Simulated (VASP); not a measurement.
**ZnS (Wurtzite-2H) under changes of volume**

One of the cells (19.995 Å³/atom); the others are scaled copies at fixed shape and fractional positions:

```
Zn S
1.0
     3.83624    0.00000    0.00000
    -1.91812    3.32228    0.00000
     0.00000    0.00000    6.27529
Zn S
2 2
Cartesian
  1.9181 1.1074 3.1376
  0.0000 2.2149 0.0000
  1.9181 1.1074 5.5536
  0.0000 2.2149 2.4160
```

| Quantity | Value |
| --- | --- |
| Program | VASP 6.6.1 |
| Functional | PBEsol |
| Potentials or basis | VASP PAW PBE potentials, release 64 (Zn, S) |
| Cutoff | 520 eV |
| k mesh | 8 × 8 × 5 |
| Occupations | fermi-dirac, width 0.05 eV |
| Spin | no spin polarisation |

```csv
volume (Å³/atom),energy over the lowest point (meV/atom),pressure (GPa),gap on the mesh (eV),largest force (eV/Å)
18.427,?,?,?,?
18.819,3.27,2.2,2.31,0.360
19.211,0.00,0.4,2.21,0.333
19.995,5.06,-2.5,2.02,0.286
20.387,12.61,-3.7,1.93,0.264
20.779,23.04,-4.8,1.85,0.244
```

**Question.** What does the run at 18.427 Å³/atom give?

**Answer.** Energy over the lowest point 11.00 meV/atom; pressure 4.1 GPa; gap on the mesh 2.41 eV; largest force 0.388 eV/Å.

Worked out: A Birch-Murnaghan fit of order 3 (a polynomial in V^(-2/3)) to the other rows has its minimum at 19.33 Å³/atom with B0 = V·E''(V) = 78 GPa and B' = 4.4 at fixed shape and positions, which overstates the stiffness. It gives 11.01 meV/atom at 18.427 Å³/atom, against the run's 11.00, and -dE/dV = 4.1 GPa, against 4.1. A straight line through the other rows of the gap, of slope -4.67 eV per unit of ln V (its deformation potential), extrapolates to 2.41 eV, against the run's 2.41.

Energies are extrapolated to zero smearing.

Caveats: the PAW data sets were made with another functional, which shifts forces and pressure a little.
